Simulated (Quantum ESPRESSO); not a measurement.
# FeO (Pm-3m) in Quantum ESPRESSO: notebook

The runs below take FeO through phonons, with LDA.

Everything below comes from runs of Quantum ESPRESSO 7.5. Logs are shortened: lines on timing, memory, paths and dates and some standing lists are left out, and cuts for length are marked.

### 1 Starting point

The structure is cubic, space group Pm-3m (No. 221). The conventional cell has a = 2.612 Å, b = 2.612 Å, c = 2.612 Å, α = 90.00°, β = 90.00°, γ = 90.00°. Fe (site symmetry m-3m) has 8 O at 2.26 Å as nearest neighbours. O (site symmetry m-3m) is surrounded by 8 Fe at 2.26 Å.

The cell comes from a database or a generator and needn't be the stable form of this composition.

### 2 Phonons, LDA, collinear spin, ferromagnetic start, target pressure 40 GPa, at which the enthalpy is minimised

pw.in

```
&CONTROL
  calculation = 'scf'
  prefix = 'pwscf'
  outdir = './tmp'
  pseudo_dir = './pseudo'
  tprnfor = .true.
  tstress = .true.
  disk_io = 'low'
/
&SYSTEM
  ibrav = 0
  nat = 2
  ntyp = 2
  ecutwfc = 56
  ecutrho = 448
  nbnd = 21
  occupations = 'smearing'
  smearing = 'fd'
  degauss = 0.00367493
  nspin = 2
  starting_magnetization(1) = 0.1875
  starting_magnetization(2) = 0
/
&ELECTRONS
  conv_thr = 4d-10
  electron_maxstep = 120
  mixing_beta = 0.3
/
ATOMIC_SPECIES
Fe    55.8450 fe_lda_v1.5.uspp.F.UPF
O     15.9990 o_lda_v1.2.uspp.F.UPF
CELL_PARAMETERS angstrom
   2.6124696300    0.0000000000    0.0000000000
   0.0000000000    2.6124696300    0.0000000000
   0.0000000000    0.0000000000    2.6124696300
ATOMIC_POSITIONS crystal
Fe     0.0000000000    0.0000000000    0.0000000000
O      0.5000000000    0.5000000000    0.5000000000
K_POINTS automatic
8 8 8 1 1 1
```

relax.in

```
&CONTROL
  calculation = 'vc-relax'
  prefix = 'pwscf'
  outdir = './tmp'
  pseudo_dir = './pseudo'
  tprnfor = .true.
  tstress = .true.
  disk_io = 'low'
  nstep = 40
  forc_conv_thr = 0.0001
  etot_conv_thr = 1d-06
/
&SYSTEM
  ibrav = 0
  nat = 2
  ntyp = 2
  ecutwfc = 56
  ecutrho = 448
  nbnd = 21
  occupations = 'smearing'
  smearing = 'fd'
  degauss = 0.00367493
  nspin = 2
  starting_magnetization(1) = 0.1875
  starting_magnetization(2) = 0
/
&ELECTRONS
  conv_thr = 4d-10
  electron_maxstep = 120
  mixing_beta = 0.3
/
&IONS
  ion_dynamics = 'bfgs'
/
&CELL
  cell_dynamics = 'bfgs'
  press = 400
  press_conv_thr = 0.2
/
ATOMIC_SPECIES
Fe    55.8450 fe_lda_v1.5.uspp.F.UPF
O     15.9990 o_lda_v1.2.uspp.F.UPF
CELL_PARAMETERS angstrom
   2.6124696300    0.0000000000    0.0000000000
   0.0000000000    2.6124696300    0.0000000000
   0.0000000000    0.0000000000    2.6124696300
ATOMIC_POSITIONS crystal
Fe     0.0000000000    0.0000000000    0.0000000000
O      0.5000000000    0.5000000000    0.5000000000
K_POINTS automatic
8 8 8 1 1 1
```

scf2.in

```
&CONTROL
  calculation = 'scf'
  prefix = 'pwscf'
  outdir = './tmp'
  pseudo_dir = './pseudo'
  tprnfor = .true.
  tstress = .true.
  disk_io = 'low'
/
&SYSTEM
  ibrav = 0
  nat = 2
  ntyp = 2
  ecutwfc = 56
  ecutrho = 448
  nbnd = 21
  occupations = 'smearing'
  smearing = 'fd'
  degauss = 0.00367493
  nspin = 2
  starting_magnetization(1) = 0.1875
  starting_magnetization(2) = 0
/
&ELECTRONS
  conv_thr = 1d-13
  electron_maxstep = 120
  mixing_beta = 0.3
  startingpot = 'file'
  startingwfc = 'file'
/
ATOMIC_SPECIES
Fe    55.8450 fe_lda_v1.5.uspp.F.UPF
O     15.9990 o_lda_v1.2.uspp.F.UPF
CELL_PARAMETERS angstrom
   2.4689652457    0.0000000000    0.0000000000
   0.0000000000    2.4689652457    0.0000000000
   0.0000000000    0.0000000000    2.4689652457
ATOMIC_POSITIONS crystal
Fe     0.0000000000    0.0000000000    0.0000000000
O      0.5000000000    0.5000000000    0.5000000000
K_POINTS automatic
8 8 8 1 1 1
```

ph.in

```
phonons of FeO
&INPUTPH
  prefix = 'pwscf'
  outdir = './tmp'
  tr2_ph = 1d-18
  fildyn = 'dyn'
  niter_ph = 90
  alpha_mix(1) = 0.4
/
0.0000000000 0.0000000000 0.0000000000
```

dynmat.in

```
&INPUT
  fildyn = 'dyn'
  asr = 'crystal'
  filout = 'dynmat.disp'
  fileig = 'dynmat.eig'
/
```

Potentials or basis: GBRV 1.5 LDA.

Run with:

```console
OMP_NUM_THREADS=1 pw.x -in pw.in > pw.out
OMP_NUM_THREADS=1 pw.x -in relax.in > relax.out
OMP_NUM_THREADS=1 pw.x -in scf2.in > scf2.out
OMP_NUM_THREADS=1 ph.x -in ph.in > ph.out
OMP_NUM_THREADS=1 dynmat.x -in dynmat.in > dynmat.out
```

pw.out:

```text
This program is part of the open-source Quantum ESPRESSO suite
     for quantum simulation of materials; please cite
[... 9 lines left out ...]
     --------------------
     sticks:   dense  smooth     PW     G-vecs:    dense   smooth      PW
     Sum         869     437    137                19309     6859    1237

     Using Slab Decomposition

     bravais-lattice index     =            0
     lattice parameter (alat)  =       4.9369  a.u.
     unit-cell volume          =     120.3235 (a.u.)^3
     number of atoms/cell      =            2
     number of atomic types    =            2
     number of electrons       =        22.00
     number of Kohn-Sham states=           21
     kinetic-energy cutoff     =      56.0000  Ry
     charge density cutoff     =     448.0000  Ry
     scf convergence threshold =      4.0E-10
     mixing beta               =       0.3000
     number of iterations used =            8  plain     mixing
     Exchange-correlation= SLA  PZ   NOGX NOGC
                           (   1   1   0   0   0   0   0)

     celldm(1)=   4.936852  celldm(2)=   0.000000  celldm(3)=   0.000000
     celldm(4)=   0.000000  celldm(5)=   0.000000  celldm(6)=   0.000000

     crystal axes: (cart. coord. in units of alat)
               a(1) = (   1.000000   0.000000   0.000000 )
               a(2) = (   0.000000   1.000000   0.000000 )
               a(3) = (   0.000000   0.000000   1.000000 )

     reciprocal axes: (cart. coord. in units 2 pi/alat)
               b(1) = (  1.000000  0.000000  0.000000 )
               b(2) = (  0.000000  1.000000  0.000000 )
               b(3) = (  0.000000  0.000000  1.000000 )

     PseudoPot. # 1 for Fe read from file:
     fe_lda_v1.5.uspp.F.UPF
     Pseudo is Ultrasoft + core correction, Zval = 16.0
     Generated by new atomic code, or converted to UPF format
     Using radial grid of  861 points,  6 beta functions with:
                l(1) =   0
                l(2) =   0
                l(3) =   1
                l(4) =   1
                l(5) =   2
                l(6) =   2
     Q(r) pseudized with  8 coefficients,  rinner =    1.000   1.000   1.000
                                                       1.000   1.000

     PseudoPot. # 2 for O  read from file:
     o_lda_v1.2.uspp.F.UPF
     Pseudo is Ultrasoft + core correction, Zval =  6.0
     Generated by new atomic code, or converted to UPF format
     Using radial grid of  737 points,  5 beta functions with:
                l(1) =   0
                l(2) =   0
                l(3) =   1
                l(4) =   1
                l(5) =   2
     Q(r) pseudized with  8 coefficients,  rinner =    0.900   0.900   0.900
                                                       0.900   0.900

     atomic species   valence    mass     pseudopotential
     Fe               16.00    55.84500     Fe( 1.00)
     O                 6.00    15.99900     O ( 1.00)

     Starting magnetic structure
     atomic species   magnetization
     Fe              0.188
     O               0.000

     48 Sym. Ops., with inversion, found

   Cartesian axes

     site n.     atom                  positions (alat units)
         1        Fe     tau(   1) = (   0.0000000   0.0000000   0.0000000  )
         2        O      tau(   2) = (   0.5000000   0.5000000   0.5000000  )

     number of k points=    20  Fermi-Dirac smearing, width (Ry)=  0.0037
                       cart. coord. in units 2pi/alat
        k(    1) = (   0.0625000   0.0625000   0.0625000), wk =   0.0156250
        k(    2) = (   0.0625000   0.0625000   0.1875000), wk =   0.0468750
        k(    3) = (   0.0625000   0.0625000   0.3125000), wk =   0.0468750
        k(    4) = (   0.0625000   0.0625000   0.4375000), wk =   0.0468750
        k(    5) = (   0.0625000   0.1875000   0.1875000), wk =   0.0468750
        k(    6) = (   0.0625000   0.1875000   0.3125000), wk =   0.0937500
[... 12 lines left out ...]
        k(   19) = (   0.3125000   0.4375000   0.4375000), wk =   0.0468750
        k(   20) = (   0.4375000   0.4375000   0.4375000), wk =   0.0156250

     Dense  grid:    19309 G-vectors     FFT dimensions: (  36,  36,  36)

     Smooth grid:     6859 G-vectors     FFT dimensions: (  24,  24,  24)

     Check: negative core charge=   -0.000032
     Generating pointlists ...
     new r_m :   0.3572 (alat units)  1.7636 (a.u.) for type    1
     new r_m :   0.3572 (alat units)  1.7636 (a.u.) for type    2

     Initial potential from superposition of free atoms

     starting charge      21.0000, renormalised to      22.0000
     Starting wfcs are   17 randomized atomic wfcs +    4 random wfcs

     Self-consistent Calculation

     iteration #  1     ecut=    56.00 Ry     beta= 0.30
     Davidson diagonalization with overlap
     ethr =  1.00E-02,  avg # of iterations =  5.0

     total energy              =    -282.36745158 Ry
     estimated scf accuracy    <       0.65145290 Ry

     total magnetization       =     3.89 Bohr mag/cell
     absolute magnetization    =     3.89 Bohr mag/cell

     iteration #  2     ecut=    56.00 Ry     beta= 0.30
     Davidson diagonalization with overlap
     ethr =  2.96E-03,  avg # of iterations =  1.6

     total energy              =    -282.45143840 Ry
     estimated scf accuracy    <       0.32729596 Ry

     total magnetization       =     2.89 Bohr mag/cell
     absolute magnetization    =     2.89 Bohr mag/cell

     iteration #  3     ecut=    56.00 Ry     beta= 0.30
     Davidson diagonalization with overlap
     ethr =  1.49E-03,  avg # of iterations =  1.0

     total energy              =    -282.51831467 Ry
     estimated scf accuracy    <       0.06579000 Ry

     total magnetization       =     3.95 Bohr mag/cell
     absolute magnetization    =     3.95 Bohr mag/cell
[... 65 lines left out ...]
     total energy              =    -282.52843133 Ry
     estimated scf accuracy    <       0.00000008 Ry

     total magnetization       =     4.00 Bohr mag/cell
     absolute magnetization    =     4.00 Bohr mag/cell

     iteration # 11     ecut=    56.00 Ry     beta= 0.30
     Davidson diagonalization with overlap
     ethr =  3.80E-10,  avg # of iterations =  1.3

     total energy              =    -282.52843134 Ry
     estimated scf accuracy    <          2.1E-09 Ry

     total magnetization       =     4.00 Bohr mag/cell
     absolute magnetization    =     4.00 Bohr mag/cell

     iteration # 12     ecut=    56.00 Ry     beta= 0.30
     Davidson diagonalization with overlap
     ethr =  9.43E-12,  avg # of iterations =  1.7

     Magnetic moment per site  (integrated on atomic sphere of radius R)
     atom   1 (R=0.357)  charge= 13.7942  magn=  3.4138
     atom   2 (R=0.357)  charge=  5.9950  magn=  0.4269

     End of self-consistent calculation

 ------ SPIN UP ------------

          k = 0.0625 0.0625 0.0625 (   850 PWs)   bands (ev):

   -73.2608 -39.6113 -39.6105 -39.6105  -4.7510  10.6974  10.6974  11.5112
    12.3245  12.3245  13.3340  13.3340  13.4814  17.0037  30.2749  30.2749
    34.5355  35.7186  35.7186  43.5381  43.5381

          k = 0.0625 0.0625 0.1875 (   846 PWs)   bands (ev):

   -73.2564 -39.6536 -39.6073 -39.6068  -4.4334   9.4756  10.7564  11.2212
    11.6718  12.5844  13.1019  13.9283  14.1128  18.3477  28.7864  30.3975
    33.9028  34.7978  37.6685  41.2284  42.6045

          k = 0.0625 0.0625 0.3125 (   845 PWs)   bands (ev):

   -73.2501 -39.7138 -39.6020 -39.6016  -3.9279   7.7657  10.7182  11.0055
    11.3022  13.0836  13.2142  14.4577  14.8042  19.8456  26.3866  30.6520
    33.3170  33.4085  39.4424  40.6820  42.2262

          k = 0.0625 0.0625 0.4375 (   846 PWs)   bands (ev):

   -73.2457 -39.7562 -39.5983 -39.5978  -3.5156   6.6578  10.5517  10.7930
    11.2743  13.1508  13.8260  14.7776  15.2166  21.3734  24.0161  31.0600
    32.0735  33.0128  38.3458  42.3381  44.2783

          k = 0.0625 0.1875 0.1875 (   845 PWs)   bands (ev):

   -73.2520 -39.6508 -39.6480 -39.6034  -4.1489   9.4022  10.0035  11.1064
    11.7073  12.6424  13.3686  13.3884  14.4144  19.4658  28.8267  29.1510
    33.1799  34.7407  38.3986  40.6848  42.0784
[... 69 lines left out ...]
   -73.2292 -39.6940 -39.6902 -39.6902  -2.7864   8.7358   8.7358   9.5627
    12.6852  12.7706  12.7706  14.7642  14.7642  21.5250  25.5631  25.5631
    32.6349  35.6562  35.6562  40.0574  47.9228

          k = 0.3125 0.3125 0.4375 (   854 PWs)   bands (ev):

   -73.2249 -39.7319 -39.6882 -39.6858  -2.5153   8.1208   8.5351   9.5743
    12.8302  13.0014  13.3362  14.3867  15.2554  21.8466  24.2249  24.7059
    33.6331  35.2896  36.0078  38.4192  48.8090

          k = 0.3125 0.4375 0.4375 (   859 PWs)   bands (ev):

   -73.2206 -39.7273 -39.7268 -39.6826  -2.2435   8.0882   8.0944   8.9521
    13.0513  13.7496  13.9364  14.5230  15.2022  21.7289  23.5640  23.6545
    33.4508  35.2404  36.7354  36.9944  50.2495

          k = 0.4375 0.4375 0.4375 (   870 PWs)   bands (ev):

   -73.2164 -39.7227 -39.7221 -39.7221  -1.9304   7.8453   7.8453   8.0497
    13.8540  13.8540  14.7940  15.2602  15.2602  21.8533  22.4199  22.4199
    31.6259  36.5510  36.5780  36.5780  49.7668

 ------ SPIN DOWN ----------

          k = 0.0625 0.0625 0.0625 (   850 PWs)   bands (ev):

   -69.1183 -35.6021 -35.6010 -35.6010  -4.0639  12.5120  12.5692  12.5692
    14.0621  14.0621  16.8919  16.8919  16.9362  18.0900  31.5206  31.5206
    35.6513  36.7966  36.7966  44.2938  44.2938

          k = 0.0625 0.0625 0.1875 (   846 PWs)   bands (ev):

   -69.1131 -35.6531 -35.5971 -35.5965  -3.7382  10.5583  12.5186  12.5815
    13.9862  14.9701  16.7548  17.1313  17.2156  19.4520  30.1129  31.5006
    34.9492  35.7425  38.5885  42.2400  43.4865

          k = 0.0625 0.0625 0.3125 (   845 PWs)   bands (ev):

   -69.1058 -35.7257 -35.5907 -35.5901  -3.2190   8.6544  12.3847  12.5285
    13.9996  16.0124  16.8127  17.3663  17.6447  20.9071  27.6982  31.4840
    34.1772  34.3950  40.6535  41.4836  43.2310

          k = 0.0625 0.0625 0.4375 (   846 PWs)   bands (ev):

   -69.1006 -35.7768 -35.5862 -35.5856  -2.7945   7.4758  12.2610  12.4457
    14.0684  16.8318  16.9559  17.5103  17.9413  22.3441  25.2964  31.5292
    33.0495  33.9655  39.6988  43.3980  45.0235

          k = 0.0625 0.1875 0.1875 (   845 PWs)   bands (ev):

   -69.1080 -35.6499 -35.6459 -35.5924  -3.4458  10.4704  11.2151  12.6037
    14.3516  15.3880  16.6881  16.6979  17.4652  20.6185  30.1245  30.4222
    34.0275  35.6396  39.1355  41.8532  43.0954
[... 69 lines left out ...]
   -69.0814 -35.7012 -35.6959 -35.6959  -2.0429   9.9864   9.9864  10.3512
    15.8591  15.8591  16.0729  17.7919  17.7919  22.5906  26.8067  26.8067
    33.9422  36.5732  36.5732  41.4612  48.7708

          k = 0.3125 0.3125 0.4375 (   854 PWs)   bands (ev):

   -69.0764 -35.7460 -35.6936 -35.6903  -1.7641   9.1653   9.9003  10.6157
    15.8610  16.1608  16.4734  17.5967  18.1897  23.0513  25.2541  25.9673
    34.9901  36.2318  37.1577  39.7103  49.5642

          k = 0.3125 0.4375 0.4375 (   859 PWs)   bands (ev):

   -69.0714 -35.7401 -35.7395 -35.6865  -1.4872   9.2723   9.2747  10.2467
    16.0738  16.9565  17.0049  17.6847  18.1073  23.0000  24.6266  24.6783
    34.9450  36.3643  37.8526  38.1843  50.9604

          k = 0.4375 0.4375 0.4375 (   870 PWs)   bands (ev):

   -69.0665 -35.7344 -35.7335 -35.7335  -1.1732   9.1357   9.1357   9.2944
    17.2174  17.2174  17.7253  18.2413  18.2413  22.8281  23.3890  23.3890
    33.1991  37.7314  37.7314  37.7513  50.5105

     the Fermi energy is    15.5780 ev

!    total energy              =    -282.52843134 Ry
     estimated scf accuracy    <          3.4E-10 Ry
     smearing contrib. (-TS)   =      -0.00005192 Ry
     internal energy E=F+TS    =    -282.52837942 Ry

     The total energy is F=E-TS. E is the sum of the following terms:
     one-electron contribution =    -121.92711242 Ry
     hartree contribution      =      74.53493006 Ry
     xc contribution           =     -36.13032279 Ry
     ewald contribution        =    -199.00587428 Ry

     total magnetization       =     4.00 Bohr mag/cell
     absolute magnetization    =     4.00 Bohr mag/cell

     convergence has been achieved in  12 iterations

     Forces acting on atoms (cartesian axes, Ry/au):

     atom    1 type  1   force =     0.00000000    0.00000000    0.00000000
     atom    2 type  2   force =     0.00000000    0.00000000    0.00000000

     Total force =     0.000000     Total SCF correction =     0.000000

     Computing stress (Cartesian axis) and pressure

          total   stress  (Ry/bohr**3)                   (kbar)     P=      -88.20
  -0.00059955   0.00000000   0.00000000          -88.20        0.00        0.00
   0.00000000  -0.00059955   0.00000000            0.00      -88.20        0.00
   0.00000000   0.00000000  -0.00059955            0.00        0.00      -88.20

=------------------------------------------------------------------------------=
   JOB DONE.
=------------------------------------------------------------------------------=
```

Wall time 2.2 min (1 thread of Intel Xeon 6975P-C (Granite Rapids), shared host); peak memory 0.15 GiB.

Results:

```yaml
Free_energy: -3843.7680 eV
Relaxed_volume: 7.53 Å³/atom
Relaxed_cell: a = 2.469 Å, b = 2.469 Å, c = 2.469 Å, α = 90.00°, β = 90.00°, γ = 90.00°
Space_group_after_relaxing_to_0.05_Å: Pm-3m (No. 221)
Pressure_after_relaxing: 39.9 GPa
Band_gap_on_the_k_mesh: none (metal or under the smearing width)
Net_moment: 3.81 μB per cell
Absolute_moment: 3.81 μB per cell
Site_moments: Fe +3.17; O +0.41 μB
Valence_electrons_inside_the_program's_atomic_spheres: Fe 13.79; O 6.00
Highest_phonon_frequency_at_Γ: 318 cm⁻¹
```

The path:
| step | energy change (eV) | largest force (eV/Å) | pressure (GPa) | volume (Å³) |
| --- | --- | --- | --- | --- |
| 1 | 0.0000 | 0.0000 | -8.82 | 17.83 |
| 2 | 0.6883 | 0.0000 | 76.91 | 13.75 |
| 3 | 0.1769 | 0.0000 | 35.45 | 15.25 |
| 4 | 0.2192 | 0.0000 | 39.50 | 15.07 |
| 5 | 0.2246 | 0.0000 | 40.01 | 15.05 |
| 6 | 0.2245 | 0.0000 | 39.99 | 15.05 |

Final structure:
```
Fe O
1.0
     2.46897    0.00000    0.00000
     0.00000    2.46897    0.00000
     0.00000    0.00000    2.46897
Fe O
1 1
Direct
  0.00000 0.00000 0.00000
  0.50000 0.50000 0.50000
```

Levels at points of the mesh, in eV from the Fermi level:
Spin up:
```
           k point  band 9  band 10  band 11  band 12  band 13  band 14  band 15  band 16  band 17  band 18
(0.06, 0.06, 0.06)   -3.90    -3.90    -2.22    -2.22    -1.96     2.76    15.89    15.89    21.57    22.71
```
Spin down:
| k point | band 7 | band 8 | band 9 | band 10 | band 11 | band 12 |
| --- | --- | --- | --- | --- | --- | --- |
| (0.06, 0.06, 0.06) | -4.01 | -3.84 | -2.25 | -2.25 | 1.27 | 1.27 |

Phonon frequencies in cm⁻¹ (negative: imaginary):
| q point | frequencies |
| --- | --- |
| (0.000, 0.000, 0.000) | -6 -6 -6 318 318 318 |

Optical modes at Γ, degenerate ones joined:
| cm⁻¹ | components | symmetry | active in |
| --- | --- | --- | --- |
| 318 | 3 | T1u | IR |

Caveat: the mesh is thin for the phonons of a metal; the volume moved by over 15 % at a fixed basis, so the end points are rough; the cell is more than 3 GPa from zero pressure, which shifts response properties; a cell with one magnetic atom can't hold antiferromagnetic order, which such compounds often take; semilocal functionals often make such compounds metallic where correlation or magnetic order opens a gap, which also shifts bond lengths. With open d or f shells a metallic result of LDA can be an artefact of self-interaction; +U or a hybrid may open a gap.

(Part 1 of 3 ends here.)
